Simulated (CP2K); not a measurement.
Runs of CP2K 2026.2 on Rh. It takes space group Fm-3m (No. 225, cubic). The conventional cell has a = 3.796 Å, b = 3.796 Å, c = 3.796 Å, α = 90.00°, β = 90.00°, γ = 90.00°. Rh (site symmetry m-3m) is surrounded by 12 Rh at 2.68 Å. 

```csv
task,level,potentials or basis,EPS_DEFAULT,NGRIDS,basis sets,potentials,ADDED_MOS,gap on the mesh (eV),pressure (GPa)
band structure,PBE,POTENTIAL_UZH Rh GTH-PBE-q17; DZVP-MOLOPT-PBE-GTH basis,1.0E-10,4,Rh DZVP-MOLOPT-PBE-GTH-q17,Rh GTH-PBE-q17 of POTENTIAL_UZH,[11],none,10.9
band structure,PBE,GTH_POTENTIALS Rh GTH-PBE-q9; TZVP-MOLOPT-SR-GTH basis,1.0E-10,4,Rh TZVP-MOLOPT-SR-GTH-q9,Rh GTH-PBE-q9 of GTH_POTENTIALS,[11],none,(a)
band structure,PBE,GTH_POTENTIALS Rh GTH-PBE-q17; DZVP-MOLOPT-SR-GTH basis,1.0E-10,4,Rh DZVP-MOLOPT-SR-GTH-q17,Rh GTH-PBE-q17 of GTH_POTENTIALS,[11],none,10.2
band structure,PBE,POTENTIAL_UZH Rh GTH-PBE-q17; ccGRB-D basis,1.0E-10,4,Rh ccGRB-D-q17,Rh GTH-PBE-q17 of POTENTIAL_UZH,[11],none,13.1
band structure,PBE,GTH_POTENTIALS Rh GTH-PBE-q17; SZV-MOLOPT-SR-GTH basis,1.0E-10,4,Rh SZV-MOLOPT-SR-GTH-q17,Rh GTH-PBE-q17 of GTH_POTENTIALS,[1],none,32.4
band structure,PBE,POTENTIAL_UZH Rh GTH-PBE-q17; TZVP-MOLOPT-PBE-GTH basis,1.0E-10,4,Rh TZVP-MOLOPT-PBE-GTH-q17,Rh GTH-PBE-q17 of POTENTIAL_UZH,[11],none,9.7
band structure,PBE,POTENTIAL_UZH Rh GTH-PBE-q17; TZV2P-MOLOPT-PBE-GTH basis,1.0E-10,4,Rh TZV2P-MOLOPT-PBE-GTH-q17,Rh GTH-PBE-q17 of POTENTIAL_UZH,[11],none,9.7
```

Alike in all rows: no spin polarisation; cell as given; k mesh 12 × 12 × 12; smearing fermi-dirac 0.05 eV.

Task: Fill in the values left out.

Result: (a) 14.4.

Caveats: the basis of atomic orbitals isn't converged, which shifts pressures, moduli and gaps; a minimal basis gives rough bond lengths, pressures and levels (some runs); a pressure of tens of GPa on the cell as given is suspect, and the run, the potentials or the cell itself is likely at fault (some runs).

A k mesh can miss the band edges, and the runs leave out spin-orbit coupling on Rh.

A gap of «none» marks a metal or a gap under the smearing width.

The runs don't all hold the same shells in valence.
